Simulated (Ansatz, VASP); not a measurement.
## Two plane-wave programs on InP

INCAR

```
  PREC = Accurate
  ENCUT = 520
  EDIFF = 1E-6
  ISMEAR = -1
  SIGMA = 0.05
  LREAL = False
  LASPH = True
  NELM = 80
  ALGO = Normal
  ISIF = 2
  LWAVE = False
  LCHARG = False
  GGA = PS
  IVDW = 13
  NBANDS = 16
```

File KPOINTS:

```
regular mesh
0
Gamma
  8 8 8
```

Contents of POSCAR:

```
InP
1.0
    0.0000000000      2.8706770916      2.8706770916
    2.8706770916      0.0000000000      2.8706770916
    2.8706770916      2.8706770916      0.0000000000
In P
1 1
Direct
    0.0000000000      0.0000000000      0.0000000000
    0.7500000000      0.7500000000      0.7500000000
```

Contents of input.yaml:

```yaml
crystal:
  lattice:
    - [0.0, 2.8706770916, 2.8706770916]
    - [2.8706770916, 0.0, 2.8706770916]
    - [2.8706770916, 2.8706770916, 0.0]
  atoms:
    - { symbol: In, position: [0.0, 0.0, 0.0] }
    - { symbol: P, position: [0.75, 0.75, 0.75] }
hamiltonian:
  xc: pbesol
  pseudopotentials: { kind: paw }
  dispersion: d4
kpoints:
  mp_grid: { grid: [8, 8, 8] }
scf:
  occupations: { method: fermi_dirac, width: 0.05 }
output:
  forces: true
  stress: true
  eigenvalues: true
```

Alike in both runs: task single point; functional PBEsol; dispersion D4; k mesh 8 × 8 × 8; occupations fermi-dirac, width 0.05 eV; no spin polarisation.

|  | VASP | Ansatz |
| --- | --- | --- |
| version | VASP 6.6.1 | Ansatz 0.2.0 |
| potentials or method | VASP PAW PBE potentials, release 64 (In_d, P) | Ansatz PAW |
| plane-wave cutoff (eV) | 520 | 420 |
| valence electrons in the cell | 18 | 18 |

Ansatz gave:

- gap on the k mesh at the Fermi level (eV): 0.95
- least direct gap on the mesh (eV): 0.95
- pressure (GPa): 4.2
- dispersion energy (meV/atom): -210.2

Problem. What did VASP give for the same quantities?

Solution. gap on the k mesh at the Fermi level (eV): 0.94; least direct gap on the mesh (eV): 0.94; pressure (GPa): 4.2; dispersion energy (meV/atom): -210.0.

Caveats: spin-orbit coupling is left out, which moves the levels of the heavy elements; the PAW data sets were made with another functional, which shifts forces and pressure a little (VASP); the PAW data sets come from PBE, with cores solved anew for the run's functional, which leaves a small shift of forces and pressure (Ansatz). A hybrid or GW would open this gap; PBEsol tends to underestimate it.
